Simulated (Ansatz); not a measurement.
Runs of Ansatz 0.2.0 on P. The structure is orthorhombic, space group Cmce (No. 64). Conventional cell: a = 3.295 Å, b = 10.930 Å, c = 4.544 Å, α = 90.00°, β = 90.00°, γ = 90.00°. P (site symmetry m) has 3 P at 2.20 to 2.25 Å as nearest neighbours. 

| task | level | potentials or basis | spin | k mesh | cutoff (eV) | smearing | search for lower states | basis error allowed | mesh quality | gap on the mesh (eV) | pressure (GPa) | V0 of scaled cells (Å³/atom) | B0 (GPa) | largest force (eV/Å) |
| --- | --- | --- | --- | --- | --- | --- | --- | --- | --- | --- | --- | --- | --- | --- |
| equation of state | PBE | all-electron LAPW, scalar-relativistic | off | 8 × 8 × 6 | - | fermi-dirac 0.05 eV | - | 0.001 eV/atom | not flagged | - | - | 21.03 | (a) | - |
| single point | PBE | all-electron LAPW, scalar-relativistic | off | 4 × 4 × 3 | 221 | fermi-dirac 0.02 eV | - | 0.002 eV/atom | coarse | 0.10 | 2.3 | - | - | 0.31 |
| single point | PBE | all-electron LAPW, scalar-relativistic | off | 8 × 8 × 6 | 247 | fermi-dirac 0.05 eV | - | 0.001 eV/atom | not flagged | 0.10 | (b) | - | - | 0.33 |
| equation of state | PBEsol | all-electron LAPW, scalar-relativistic | collinear, random start | 8 × 8 × 6 | - | gaussian 0.1 eV | - | 0.001 eV/atom | not flagged | - | - | 20.30 | (c) | - |
| single point | PBE | all-electron LAPW, scalar-relativistic | off | 4 × 4 × 3 | 221 | fermi-dirac 0.03 eV | - | 0.002 eV/atom | coarse | 0.10 | 2.2 | - | - | 0.31 |
| density of states | LDA | all-electron PAW datasets made for the crystal | off | 8 × 8 × 6 | 240 | fermi-dirac 0.05 eV | - | - | not flagged | 0.02 | -2.1 | - | - | 0.20 |
| phonons | BLYP | all-electron PAW datasets made for the crystal | collinear, random start | 8 × 8 × 6 | 240 | fermi-dirac 0.1 eV | off | - | not flagged | 0.20 | - | - | - | 0.47 |
| single point | PBE | all-electron LAPW, scalar-relativistic | off | 6 × 6 × 4 | 207 | fermi-dirac 0.04 eV | - | 0.003 eV/atom | not flagged | 0.10 | 2.1 | - | - | 0.34 |

Alike in all rows: cell as given.

Fill in the values left out.

(a) 69; (b) 2.0; (c) 76.

Caveats: some runs use coarse meshes; the cell was scaled at fixed shape and fractional positions, which overstates the stiffness of a crystal with free parameters, most of all of layers and chains (some runs); an odd mesh through Γ misses points on the zone boundary, where band edges often lie (some runs); the program warned that the printed levels may be off, so bands, gaps and densities of states are rough (some runs); a metal's response needs a denser mesh (some runs).

Not every run made on this cell is shown here.
